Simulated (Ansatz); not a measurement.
# Si4O7: the cost of one run

Computed with Ansatz 0.2.0 (DFT PBEsol, scalar-relativistic, plane waves, PAW, unless a step's input says otherwise).

29 further runs of the same task are left out: 29 set aside as unsound or not needed.

## 1. The structure to begin with

Symmetry: P4_12_12, No. 92, tetragonal system. The conventional cell has a = 5.028 Å, b = 5.028 Å, c = 7.009 Å, α = 90.00°, β = 90.00°, γ = 90.00°. Si (site symmetry 2) is surrounded by 4 O at 1.62 Å. O (site symmetry 1) is surrounded by 2 Si at 1.62 Å.

As a file:

```
Si O
1.0
     5.02807    0.00000    0.00000
     0.00000    5.02807    0.00000
     0.00000    0.00000    7.00887
Si O
4 8
Direct
  0.29807 0.29807 0.00000
  0.20193 0.79807 0.25000
  0.70193 0.70193 0.50000
  0.79807 0.20193 0.75000
  0.23956 0.10195 0.17838
  0.39805 0.73956 0.42838
  0.76044 0.89805 0.67838
  0.60195 0.26044 0.92838
  0.73956 0.39805 0.57162
  0.89805 0.76044 0.32162
  0.26044 0.60195 0.07162
  0.10195 0.23956 0.82162
```

This cell was relaxed beforehand with the same method: volume 14.77 Å³/atom, gap on the mesh 5.57 eV.

## 2. Plan of the line

Atoms count from 1 in the order of the input.

An atom moved over a plane that holds its own site and a neighbouring vacancy.

- path of O10 from its site (0) to the vacancy (1), 2.625 Å: 11 values from −0.125 to 1.125
- shift of O10 across the path, along a normal: 9 values from −0.900 to 0.900 Å

Nothing else is relaxed (all other atoms held at the sites of the perfect crystal). Points are written as (first, second).

## 3. Point (0.250, 0.675 Å)

The input, input.yaml:

```yaml
crystal:
  lattice:
    - [5.0280710349, 0.0, 0.0]
    - [0.0, 5.0280710349, 0.0]
    - [0.0, 0.0, 7.008869821]
  atoms:
    - { symbol: Si, position: [0.2980688287, 0.2980688287, 0.0] }
    - { symbol: Si, position: [0.2019311713, 0.7980688287, 0.25] }
    - { symbol: Si, position: [0.7019311713, 0.7019311713, 0.5] }
    - { symbol: Si, position: [0.7980688287, 0.2019311713, 0.75] }
    - { symbol: O, position: [0.3980463861, 0.7395636057, 0.4283767504] }
    - { symbol: O, position: [0.7604363943, 0.8980463861, 0.6783767504] }
    - { symbol: O, position: [0.6019536139, 0.2604363943, 0.9283767504] }
    - { symbol: O, position: [0.7395636057, 0.3980463861, 0.5716232496] }
    - { symbol: O, position: [0.8980463861, 0.7604363943, 0.3216232496] }
    - { symbol: O, position: [0.2373596318, 0.5155916525, 0.1896489349] }
    - { symbol: O, position: [0.1019536139, 0.2395636057, 0.8216232496] }
basis:
  ecutwfc: 420
kpoints:
  mp_grid: { grid: [4, 4, 4] }
hamiltonian:
  xc: pbesol
  pseudopotentials: { kind: paw, azcp: { folder: soft_1 } }
scf:
  occupations: { method: gaussian, width: 0.05 }
output:
  forces: true
  stress: true
  eigenvalues: true
  write_density: true
  write_potential: true
  elf: true
  volumetric_format: npy
```

Run with:

```bash
$ ansatz run input.yaml --threads 4 --pin off --max-ram 8192MiB --backend cpu --events-out ev --progress --plain --runs-dir out
```

**Question.** How long does this run take on 4 threads of Arm Neoverse V2, shared host, and how much memory does it need?

About 8.1 s, with a peak of 0.52 GiB.
